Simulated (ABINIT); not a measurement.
AlPt:

```
Pt Al
1.0
     3.03520    0.00000    0.00000
     0.00000    3.03520    0.00000
     0.00000    0.00000    3.03520
Pt Al
1 1
Direct
  0.50000 0.50000 0.50000
  0.00000 0.00000 0.00000
```

Measurements of this composition are mostly on another form, of space group No. 198.

The cell isn't the ideal one: cell relaxed.

Base run:

| Quantity | Value |
| --- | --- |
| Program | ABINIT 10.8.3 (patched build) |
| Functional | LDA |
| Potentials or basis | PseudoDojo NC SR LDA v0.4.1 standard |
| Cutoff | 1088 eV |
| k mesh | 7 × 7 × 7 |
| Occupations | fermi-dirac, width 0.05 eV |
| Spin | no spin polarisation |

Its results: pressure -0.1 GPa.

Task: The run is repeated on the same cell with these changes: k mesh from 7 × 7 × 7 to 16 × 16 × 16, shifted; occupations from fermi-dirac, width 0.05 eV to methfessel-paxton, width 0.1 eV. What comes out?

Result: Pressure 0.3 GPa.
